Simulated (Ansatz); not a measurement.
Run on Pd (sc type): DFT, PBE, all-electron LAPW, scalar-relativistic (Ansatz 0.2.0). This run: sc relaxed under pressure.

The cell comes from a relaxation on PAW files under the same functional, begun from a prototype that needn't be the stable phase.

Command: `ansatz run input.yaml --threads 1 --pin off --max-ram 3584MiB --backend cpu --events-out ev --progress --plain --runs-dir out` It took 56 s on 1 thread of Intel(R) Xeon(R) Platinum 8488C (Sapphire Rapids) (shared host), peak memory 0.63 GiB.

```yaml
crystal:
  lattice:
    - [1.8767397768, 0.0, 0.0]
    - [0.0, 1.8767397768, 0.0]
    - [0.0, 0.0, 1.8767397768]
  atoms:
    - { symbol: Pd, position: [0.0, 0.0, 0.0] }
kpoints:
  mp_grid: { grid: [20, 20, 20] }
scf:
  occupations: { method: fermi_dirac, width: 0.05 }
hamiltonian:
  xc: pbe
  pseudopotentials: { kind: all_electron, lapw: { basis_error: 0.0005 } }
output:
  forces: true
  stress: true
  eigenvalues: true
relax:
  f_tol: 0.005
  max_steps: 12
  cell: { p_target: 1500.0, stress_tol: 0.75 }
```

Output:

```
The last accepted step is kept in <dir> (removed where the run ends without a failure and the disk answers)
LAPW: plane waves up to 13.284 Å⁻¹, error target 5.0e-4 eV per atom; small_component_spin mean_spin; Pd in spheres of 0.910 Å, 36 of its electrons in bands, Dirac shells [] (how accurate: hamiltonian.pseudopotentials.lapw.basis_error, Limitations)
Engine: ansatz 0.2.0
Pseudopotentials: kind: all_electron
Pseudopotential: Pd, LAPW, valence charge 36, lapw/all_electron/scalar/gaussian/Pd, Koelling and Harmon's equation, gaussian nucleus
Functional definition: PBE
  parameter kappa = 0.804
  parameter beta = 0.06672455060314922
  exchange = pbe_x(kappa = kappa, mu = beta*pi^2/3)
  correlation = pbe_c(beta = beta)
Crystal: 1 atoms, lattice volume = 6.610 Å³
Basis set: ecut = 672.3130186684723 eV, 251 PW (Γ), exchange–correlation at level 2
Bands: 22, of which v1, the nominal top of the filled ones, is band 18 counted from 1 (17 counted from 0)
Symmetry: 48 space group operations
Space group: Pm-3m (ITA 221), of the structure as read, at distance tolerance 1.9e-5 Å
k-points: 286 of 8000
Non-local potential: Pd, projectors of the file, none
Initial density: superposition of atomic densities (chi_scale 0.1, normalization cell)
Initial wavefunctions: plane waves of lowest kinetic energy (no species holds an atomic orbital)
Functional: x = pbe(κ = 0.804, μ = 0.2195149727645171), c = pbe(β = 0.06672455060314922)
iter 1 solved again at ethr=1.72e-4 eV; its pass at ethr=1.00e-1 eV (dr2=6.17e-2 eV) is discarded
SCF iter   1: F=—  HF=-137286.055717 eV  |F-HF|=—  |Δ(HF+E_count)|=         —  Δρ=3.79e-2  dr2=6.17e-2  ethr=1.72e-4  ⟨swp⟩=2.9  Hψ=43324  notcnv=0
preconditioner: auto → none  [metal: Δε(μ)=0.020 eV  Ē_g=25.843 eV  σ=0.050 eV  W_gap=0.10  n_scr=6 (ndim 8)  ℏωp=45.7 eV  f_vac=0.000  D(μ)=0.45/eV (n_scr^D=6)  sad-step TF]
SCF iter   2: F=—  HF=-137286.015433 eV  |F-HF|=—  |Δ(HF+E_count)|=   4.03e-2  Δρ=3.42e-2  dr2=5.48e-2  ethr=1.71e-4  ⟨swp⟩=2.0  Hψ=19100  notcnv=0
iter 3 solved again at ethr=6.17e-7 eV; its pass at ethr=1.52e-4 eV (dr2=2.22e-4 eV) is discarded
SCF iter   3: F=—  HF=-137285.999712 eV  |F-HF|=—  |Δ(HF+E_count)|=   1.57e-2  Δρ=3.40e-3  dr2=2.22e-4  ethr=6.17e-7  ⟨swp⟩=2.2  Hψ=32154  notcnv=0
SCF iter   4: F=—  HF=-137285.997571 eV  |F-HF|=—  |Δ(HF+E_count)|=         —  Δρ=7.58e-4  dr2=6.87e-6  ethr=6.17e-7  ⟨swp⟩=3.0  Hψ=19338  notcnv=0
the basis was enlarged: its passes take 345.7 KiB over the memory plan, 1 of 1 planned eigensolver slots
SCF iter   5: F=—  HF=-137285.997575 eV  |F-HF|=—  |Δ(HF+E_count)|=   3.64e-6  Δρ=5.47e-5  dr2=2.51e-8  ethr=1.91e-8  ⟨swp⟩=3.0  Hψ=18733  notcnv=0
SCF iter   6: F=-137285.997575 eV  HF=-137285.997575 eV  |F-HF|=6.40e-10  |Δ(HF+E_count)|=   6.26e-8  Δρ=6.74e-6  dr2=1.35e-9  ethr=6.98e-11  ⟨swp⟩=3.0  Hψ=19528  notcnv=0
SCF 1 converged in 6 iterations: F = -137285.997575 eV  dr2 = 1.35e-9
relax step   1: F+E_penalty+E_count = -137285.99757470 eV  Δ(F+E_penalty+E_count) = +0.000e0 eV  max|allowed force component| = 0.000e0 eV/Å  Δτ_max = 0.0000 Å  P = +1498.926 GPa  Ω = 6.610 Å³  (6 SCF iters, accepted)
Crystal: 1 atoms, lattice volume = 6.605 Å³
Basis set: ecut = 672.6870142180212 eV, 251 PW (Γ), exchange–correlation at level 2
Initial density: handed on by an earlier stage of this run
Initial wavefunctions: those handed on with the density
iter 1 solved again at ethr=3.37e-9 eV; its pass at ethr=1.00e-1 eV (dr2=1.21e-6 eV) is discarded
SCF iter   1: F=—  HF=-137285.945938 eV  |F-HF|=—  |Δ(HF+E_count)|=         —  Δρ=2.30e-4  dr2=1.74e-6  ethr=3.37e-9  ⟨swp⟩=5.1  Hψ=32866  notcnv=0
preconditioner: auto → none  [metal: Δε(μ)=0.026 eV  Ē_g=25.878 eV  σ=0.050 eV  W_gap=0.13  n_scr=6 (ndim 8)  ℏωp=45.7 eV  f_vac=0.000  D(μ)=0.46/eV (n_scr^D=6)]
iter 2 solved again at ethr=3.17e-11 eV; its pass at ethr=3.37e-9 eV (dr2=1.14e-8 eV) is discarded
SCF iter   2: F=-137285.945936 eV  HF=-137285.945936 eV  |F-HF|=4.77e-8  |Δ(HF+E_count)|=   2.13e-6  Δρ=2.54e-5  dr2=1.14e-8  ethr=3.17e-11  ⟨swp⟩=2.0  Hψ=30978  notcnv=0
SCF 2 converged in 2 iterations: F = -137285.945936 eV  dr2 = 1.14e-8
relax step   2: F+E_penalty+E_count = -137285.94593604 eV  Δ(F+E_penalty+E_count) = +5.164e-2 eV  max|allowed force component| = 0.000e0 eV/Å  Δτ_max = 0.0000 Å  P = +1503.140 GPa  Ω = 6.605 Å³  (2 SCF iters, rejected (line search))
Crystal: 1 atoms, lattice volume = 6.609 Å³
Basis set: ecut = 672.408338156895 eV, 251 PW (Γ), exchange–correlation at level 2
iter 1 solved again at ethr=2.05e-9 eV; its pass at ethr=1.00e-1 eV (dr2=7.37e-7 eV) is discarded
SCF iter   1: F=—  HF=-137285.984422 eV  |F-HF|=—  |Δ(HF+E_count)|=         —  Δρ=1.64e-4  dr2=1.03e-6  ethr=2.05e-9  ⟨swp⟩=5.0  Hψ=32784  notcnv=0
preconditioner: auto → none  [metal: Δε(μ)=0.023 eV  Ē_g=25.866 eV  σ=0.050 eV  W_gap=0.11  n_scr=6 (ndim 8)  ℏωp=45.7 eV  f_vac=0.000  D(μ)=0.46/eV (n_scr^D=6)]
iter 2 solved again at ethr=4.99e-12 eV; its pass at ethr=2.05e-9 eV (dr2=1.80e-9 eV) is discarded
SCF iter   2: F=-137285.984421 eV  HF=-137285.984421 eV  |F-HF|=2.57e-8  |Δ(HF+E_count)|=   1.39e-6  Δρ=6.18e-6  dr2=1.81e-9  ethr=6.44e-12 (applied; sched 4.99e-12)  ⟨swp⟩=2.9  Hψ=31601  notcnv=0
SCF 3 converged in 2 iterations: F = -137285.984421 eV  dr2 = 1.81e-9
relax step   3: F+E_penalty+E_count = -137285.98442059 eV  Δ(F+E_penalty+E_count) = +1.315e-2 eV  max|allowed force component| = 0.000e0 eV/Å  Δτ_max = 0.0000 Å  P = +1499.989 GPa  Ω = 6.609 Å³  (2 SCF iters, accepted)
iter 1 solved again at ethr=5.03e-12 eV; its pass at ethr=1.00e-1 eV (dr2=1.81e-9 eV) is discarded
SCF iter   1: F=—  HF=-137285.984421 eV  |F-HF|=—  |Δ(HF+E_count)|=         —  Δρ=6.19e-6  dr2=1.81e-9  ethr=7.47e-12 (applied; sched 5.03e-12)  ⟨swp⟩=3.5  Hψ=30196  notcnv=0
preconditioner: auto → none  [metal: Δε(μ)=0.024 eV  Ē_g=25.866 eV  σ=0.050 eV  W_gap=0.12  n_scr=6 (ndim 8)  ℏωp=45.7 eV  f_vac=0.000  D(μ)=0.46/eV (n_scr^D=6)]
SCF iter   2: F=-137285.984421 eV  HF=-137285.984421 eV  |F-HF|=3.20e-10  |Δ(HF+E_count)|=   2.86e-8  Δρ=3.57e-6  dr2=2.96e-10  ethr=8.63e-12 (applied; sched 5.03e-12)  ⟨swp⟩=2.3  Hψ=18139  notcnv=0
SCF 4 converged in 2 iterations: F = -137285.984421 eV  dr2 = 2.96e-10
relax step   4: F+E_penalty+E_count = -137285.98442061 eV  Δ(F+E_penalty+E_count) = -1.033e-8 eV  max|allowed force component| = 0.000e0 eV/Å  Δτ_max = 0.0000 Å  P = +1499.997 GPa  Ω = 6.609 Å³  stress off target by 3.29e-3 GPa  SCF on the basis re-selected at this cell (its energy is not comparable with the rows above)  (2 SCF iters)
basis re-selected at this cell: Δ(F+E_penalty+E_count) = -1.033e-8 eV, ΔP = +0.007 GPa vs the last step (what re-selecting the basis moved, after the strain that the cell walked since its last selection, with what the two solves' SCF thresholds leave and, on support functions, any second-order correction that the steps lacked; it is no measure of the basis error at this ecutwfc). This SCF's stress stands 3.29e-3 GPa from its target on what of the cell is left free (relax.cell.stress_tol is 7.50e-1 GPa) and its largest allowed force component is 0.00e0 eV/Å (relax.f_tol is 5.00e-3 eV/Å): within both
SCF converged after 2 iterations
Free energy (F): -137285.984421 eV
Harris-Foulkes:  -137285.984421 eV  (|F-HF|=3.20e-10)
Internal energy: -137285.980564 eV  (E = F + TS)
E sigma→0 (E₀):  -137285.982492 eV
Entropy (-TS):   -0.003857 eV (-3.857 meV/atom)
Fermi energy:    57.699530 eV
--- Per-component energies (eV) ---
  E_band       = -6194.669730
  E_kinetic    = 143460.949719
  E_xc         = -3946.788002
  E_electrostatic = -276800.142281  (all electrons and nuclei)
  E_smearing   = -0.003857  (= −TS)
  E_closure    = 0.000000  (closes the sum)
  E_atoms      = -137302.962084  (free atoms, spherical and without spin; not in F)
  Σ components = -137285.984421   (vs F -137285.984421, Δ=0.00e0)
  Basis errors (estimates in eV, not in F): energy 1.9e-4 per atom: plane waves 1.8e-4 (1.0e-4 summed), levels above the bands 2.2e-217, relativity 6.5e-8, radial functions 1.8e-5, core shells 2.7e-12; eigenvalues (radial functions only) 6.3e-7; not estimated: angular momenta, meshes, grids; target (lapw.basis_error) 5.0e-4; muffin-tin radii Pd 0.910 Å
--- Forces (eV/Å), atoms counted from 1 ---
  atom   1  Pd    -0.00000000     0.00000000     0.00000000
  max |Σ_I F_I| component: 1.05e-30 eV/Å
--- Stress (GPa, compression-positive) ---
     1499.996712       0.000000       0.000000
        0.000000    1499.996712       0.000000
        0.000000       0.000000    1499.996712
  P = ⅓ Tr σ = 1499.9967 GPa (14999.967 kbar)
--- Band table (eV; the first three rows and the last of 286) ---
  k-point 0: bands = ["-580.2477", "-460.2450", "-460.2450", "-460.2450", "-269.8304", "-269.8304", "-269.7906", "-269.7906", "-269.7906", "-34.3519", "4.1561", "4.1561", "4.1561", "39.4036", "39.4036", "42.8372", "57.8659", "57.8659", "57.8659", "79.8445", "79.8445", "79.8445"]
  k-point 1: bands = ["-580.2477", "-460.2450", "-460.2450", "-460.2450", "-269.8304", "-269.8304", "-269.7906", "-269.7906", "-269.7906", "-34.3197", "3.9488", "4.1737", "4.1737", "39.4459", "39.6690", "43.0185", "57.5880", "57.5880", "57.8857", "79.1615", "80.1708", "80.1708"]
  k-point 2: bands = ["-580.2477", "-460.2450", "-460.2450", "-460.2450", "-269.8304", "-269.8304", "-269.7906", "-269.7906", "-269.7906", "-34.2254", "3.3626", "4.2250", "4.2250", "39.5702", "40.3667", "43.6155", "56.8260", "56.8260", "57.9436", "77.4814", "81.0553", "81.0553"]
  k-point 285: bands = ["-580.2477", "-460.2450", "-460.2450", "-460.2450", "-269.8292", "-269.8292", "-269.7908", "-269.7908", "-269.7908", "-30.1350", "-0.6020", "-0.6020", "-0.6020", "40.1736", "40.1736", "40.1736", "60.4510", "63.8380", "63.8380", "82.8161", "82.8161", "82.8161"]
--- Relaxed structure (3 steps of the walk, 2 accepted, 1 SCFs on fresh bases) ---
  F+E_penalty+E_count = -137285.98442061 eV   max|allowed force component| = 0.000e0 eV/Å   (the final SCF, on the basis selected at the relaxed cell)
  cell:  # Å, volume = 6.6088 Å³
    - [1.8766067503296935, 8.9876730738071e-34, 2.5679065925163143e-34]
    - [8.9876730738071e-34, 1.8766067503296935, 0.0]
    - [2.5679065925163143e-34, 0.0, 1.8766067503296935]
  atoms:
    - { symbol: Pd, position: [0.0, 0.0, 0.0] }
```

Next run (diamond relaxed under pressure), as changes to the input before:

```diff
   lattice:
-    - [1.8767397768, 0.0, 0.0]
-    - [0.0, 1.8767397768, 0.0]
-    - [0.0, 0.0, 1.8767397768]
+    - [0.0, 1.9568743584, 1.9568743584]
+    - [1.9568743584, 0.0, 1.9568743584]
+    - [1.9568743584, 1.9568743584, 0.0]
   atoms:
-    - { symbol: Pd, position: [0.0, 0.0, 0.0] }
+    - { symbol: Pd, position: [-0.125, -0.125, -0.125] }
+    - { symbol: Pd, position: [0.125, 0.125, 0.125] }
 kpoints:
-  mp_grid: { grid: [20, 20, 20] }
+  mp_grid: { grid: [17, 17, 17] }
 scf:
```

Command: `ansatz run input.yaml --threads 1 --pin off --max-ram 3584MiB --backend cpu --events-out ev --progress --plain --runs-dir out` It took 3.3 min on 1 thread of Intel(R) Xeon(R) Platinum 8488C (Sapphire Rapids), on a shared host, peak memory 0.99 GiB.

Results part of the output:

```
basis re-selected at this cell: Δ(F+E_penalty+E_count) = +3.324e-8 eV, ΔP = +0.002 GPa vs the last step (what re-selecting the basis moved, after the strain that the cell walked since its last selection, with what the two solves' SCF thresholds leave and, on support functions, any second-order correction that the steps lacked; it is no measure of the basis error at this ecutwfc). This SCF's stress stands 1.84e-1 GPa from its target on what of the cell is left free (relax.cell.stress_tol is 7.50e-1 GPa) and its largest allowed force component is 2.17e-16 eV/Å (relax.f_tol is 5.00e-3 eV/Å): within both
SCF converged after 2 iterations
Free energy (F): -274558.828096 eV
Harris-Foulkes:  -274558.828096 eV  (|F-HF|=2.10e-9)
Internal energy: -274558.820004 eV  (E = F + TS)
E sigma→0 (E₀):  -274558.824050 eV
Entropy (-TS):   -0.008092 eV (-4.046 meV/atom)
Fermi energy:    51.032177 eV
--- Per-component energies (eV) ---
  E_band       = -12963.430866
  E_kinetic    = 286961.122864
  E_xc         = -7893.144286
  E_electrostatic = -553626.798582  (all electrons and nuclei)
  E_smearing   = -0.008092  (= −TS)
  E_closure    = 0.000000  (closes the sum)
[... lines left out ...]
  P = ⅓ Tr σ = 1499.8163 GPa (14998.163 kbar)
--- Band table (eV; the first three rows and the last of 165) ---
  k-point 0: bands = ["-588.3364", "-588.3363", "-468.3340", "-468.3340", "-468.3340", "-468.3337", "-468.3337", "-468.3337", "-277.8951", "-277.8951", "-277.8951", "-277.8924", "-277.8924", "-277.8924", "-277.8838", "-277.8838", "-277.8827", "-277.8827", "-43.7853", "-37.3856", "-10.0649", "-10.0649", "-10.0649", "-4.2300", "-4.2300", "-4.2300", "33.7145", "33.7145", "36.4200", "38.1037", "38.1037", "38.1037", "45.7599", "45.7599", "45.7599", "51.4088", "51.4088", "63.5364", "63.7181", "63.7181", "63.7181", "74.5080", "77.5650", "77.5650"]
  k-point 1: bands = ["-588.3364", "-588.3363", "-468.3340", "-468.3340", "-468.3340", "-468.3337", "-468.3337", "-468.3337", "-277.8951", "-277.8951", "-277.8951", "-277.8924", "-277.8924", "-277.8924", "-277.8838", "-277.8838", "-277.8827", "-277.8827", "-43.7519", "-37.4379", "-10.0942", "-10.0942", "-10.0536", "-4.2042", "-4.1894", "-4.1894", "33.6580", "33.6580", "36.5536", "38.0657", "38.2196", "38.2196", "45.5373", "45.6640", "45.6640", "51.3992", "51.3992", "62.2394", "63.7662", "63.7662", "65.4570", "74.6518", "76.5979", "77.3259"]
  k-point 2: bands = ["-588.3364", "-588.3363", "-468.3340", "-468.3340", "-468.3340", "-468.3337", "-468.3337", "-468.3337", "-277.8951", "-277.8951", "-277.8950", "-277.8924", "-277.8924", "-277.8924", "-277.8837", "-277.8837", "-277.8827", "-277.8827", "-43.6534", "-37.5905", "-10.1760", "-10.1760", "-10.0235", "-4.1271", "-4.0751", "-4.0751", "33.5328", "33.5328", "36.7956", "38.1179", "38.4871", "38.4871", "44.9236", "45.4298", "45.4298", "51.3643", "51.3643", "61.3514", "63.9344", "63.9344", "67.5385", "73.4296", "76.2716", "76.6748"]
  k-point 164: bands = ["-588.3363", "-588.3363", "-468.3340", "-468.3340", "-468.3339", "-468.3339", "-468.3337", "-468.3337", "-277.8953", "-277.8953", "-277.8938", "-277.8936", "-277.8922", "-277.8921", "-277.8833", "-277.8833", "-277.8832", "-277.8832", "-41.1491", "-40.7245", "-11.6776", "-11.5626", "-6.8238", "-6.2104", "-2.1360", "-2.0214", "31.6896", "31.8657", "37.0660", "38.0149", "40.5688", "41.5896", "43.5165", "44.1976", "50.5733", "51.3072", "53.7787", "55.6538", "55.8214", "56.6659", "71.9842", "73.4888", "75.3323", "76.4507"]
--- Relaxed structure (3 steps of the walk, 2 accepted, 1 SCFs on fresh bases) ---
  F+E_penalty+E_count = -274558.82809622 eV   max|allowed force component| = 2.174e-16 eV/Å   (the final SCF, on the basis selected at the relaxed cell)
  cell:  # Å, volume = 15.0426 Å³
    - [-1.5286116098686772e-34, 1.9592865334570542, 1.9592865334570542]
    - [1.9592865334570542, 2.4203017156254052e-34, 1.9592865334570542]
    - [1.9592865334570542, 1.9592865334570542, 8.916901057567283e-35]
  atoms:
    - { symbol: Pd, position: [-0.125, -0.125, -0.125] }
    - { symbol: Pd, position: [0.125, 0.125, 0.125] }
```

Next run (beta tin relaxed under pressure), as changes to the input before:

```diff
   lattice:
-    - [0.0, 1.9568743584, 1.9568743584]
-    - [1.9568743584, 0.0, 1.9568743584]
-    - [1.9568743584, 1.9568743584, 0.0]
+    - [-1.8207611791, 1.8207611791, 0.9746449123]
+    - [1.8207611791, -1.8207611791, 0.9746449123]
+    - [1.8207611791, 1.8207611791, -0.9746449123]
   atoms:
-    - { symbol: Pd, position: [-0.125, -0.125, -0.125] }
-    - { symbol: Pd, position: [0.125, 0.125, 0.125] }
+    - { symbol: Pd, position: [-0.375, -0.125, -0.25] }
+    - { symbol: Pd, position: [0.375, 0.125, 0.25] }
 kpoints:
-  mp_grid: { grid: [17, 17, 17] }
+  mp_grid: { grid: [22, 22, 22] }
 scf:
```

Command: `ansatz run input.yaml --threads 1 --pin off --max-ram 3584MiB --backend cpu --events-out ev --progress --plain --runs-dir out` It took 10 min on 1 thread of Intel(R) Xeon(R) Platinum 8488C (Sapphire Rapids), on a shared host, peak memory 3.1 GiB.

Results part of the output:

```
basis re-selected at this cell: Δ(F+E_penalty+E_count) = -1.339e-9 eV, ΔP = -0.001 GPa vs the last step (what re-selecting the basis moved, after the strain that the cell walked since its last selection, with what the two solves' SCF thresholds leave and, on support functions, any second-order correction that the steps lacked; it is no measure of the basis error at this ecutwfc). This SCF's stress stands 4.28e-3 GPa from its target on what of the cell is left free (relax.cell.stress_tol is 7.50e-1 GPa) and its largest allowed force component is 0.00e0 eV/Å (relax.f_tol is 5.00e-3 eV/Å): within both
SCF converged after 2 iterations
Free energy (F): -274573.876091 eV
Harris-Foulkes:  -274573.876091 eV  (|F-HF|=8.15e-10)
Internal energy: -274573.870354 eV  (E = F + TS)
E sigma→0 (E₀):  -274573.873223 eV
Entropy (-TS):   -0.005737 eV (-2.869 meV/atom)
Fermi energy:    58.766013 eV
--- Per-component energies (eV) ---
  E_band       = -12298.721768
  E_kinetic    = 286915.564961
  E_xc         = -7893.061016
  E_electrostatic = -553596.374299  (all electrons and nuclei)
  E_smearing   = -0.005737  (= −TS)
  E_closure    = 0.000000  (closes the sum)
[... lines left out ...]
  P = ⅓ Tr σ = 1499.9984 GPa (14999.984 kbar)
--- Band table (eV; the first three rows and the last of 834) ---
  k-point 0: bands = ["-579.0180", "-579.0180", "-459.0172", "-459.0172", "-459.0141", "-459.0141", "-459.0141", "-459.0141", "-268.6032", "-268.6023", "-268.5962", "-268.5960", "-268.5732", "-268.5732", "-268.5731", "-268.5731", "-268.5608", "-268.5606", "-32.8926", "-29.8980", "-0.0849", "-0.0849", "5.4101", "5.4750", "5.4820", "5.4820", "38.3417", "42.0177", "44.0321", "44.1613", "44.4362", "53.1940", "53.1940", "53.3888", "53.3888", "59.2885", "62.6876", "68.5589", "68.5589", "78.2497", "78.2497", "82.9948", "89.1805", "89.1805"]
  k-point 1: bands = ["-579.0180", "-579.0180", "-459.0172", "-459.0172", "-459.0141", "-459.0141", "-459.0141", "-459.0141", "-268.6032", "-268.6023", "-268.5962", "-268.5960", "-268.5732", "-268.5732", "-268.5731", "-268.5731", "-268.5608", "-268.5606", "-32.8786", "-29.9146", "-0.0638", "-0.0638", "5.2804", "5.4435", "5.4769", "5.5771", "38.4187", "42.0814", "44.0857", "44.1325", "44.4369", "53.2161", "53.2532", "53.4354", "53.4439", "59.1809", "62.3150", "68.4150", "68.9229", "78.1140", "78.2205", "82.8780", "88.9650", "88.9757"]
  k-point 2: bands = ["-579.0180", "-579.0180", "-459.0172", "-459.0172", "-459.0141", "-459.0141", "-459.0141", "-459.0141", "-268.6032", "-268.6023", "-268.5962", "-268.5960", "-268.5731", "-268.5731", "-268.5731", "-268.5731", "-268.5608", "-268.5606", "-32.8367", "-29.9639", "-0.0008", "-0.0006", "5.0854", "5.3300", "5.4825", "5.6696", "38.6486", "42.2715", "44.0503", "44.1366", "44.5499", "53.2784", "53.4248", "53.5728", "53.6012", "58.8656", "61.4032", "67.9866", "69.8031", "77.7263", "78.1420", "82.5660", "88.4491", "88.6060"]
  k-point 833: bands = ["-579.0180", "-579.0180", "-459.0172", "-459.0172", "-459.0141", "-459.0141", "-459.0141", "-459.0141", "-268.6027", "-268.6027", "-268.5961", "-268.5961", "-268.5732", "-268.5732", "-268.5731", "-268.5731", "-268.5607", "-268.5607", "-31.3682", "-31.3682", "-1.3486", "-1.3486", "5.3868", "5.3868", "6.2673", "6.2673", "43.8090", "43.8090", "46.1676", "46.1676", "51.5844", "51.5844", "53.5286", "53.5286", "54.5894", "54.5894", "57.3439", "57.3439", "74.5931", "74.5931", "79.0300", "79.0300", "82.8391", "82.8391"]
--- Relaxed structure (3 steps of the walk, 2 accepted, 1 SCFs on fresh bases) ---
  F+E_penalty+E_count = -274573.87609110 eV   max|allowed force component| = 0.000e0 eV/Å   (the final SCF, on the basis selected at the relaxed cell)
  cell:  # Å, volume = 12.9200 Å³
    - [-1.8205409382090865, 1.8205409382090865, 0.9745467275235037]
    - [1.8205409382090865, -1.8205409382090865, 0.9745467275235037]
    - [1.8205409382090865, 1.8205409382090865, -0.9745467275235037]
  atoms:
    - { symbol: Pd, position: [-0.37500000000000006, -0.12499999999999999, -0.25000000000000006] }
    - { symbol: Pd, position: [0.37500000000000006, 0.12499999999999999, 0.25000000000000006] }
```
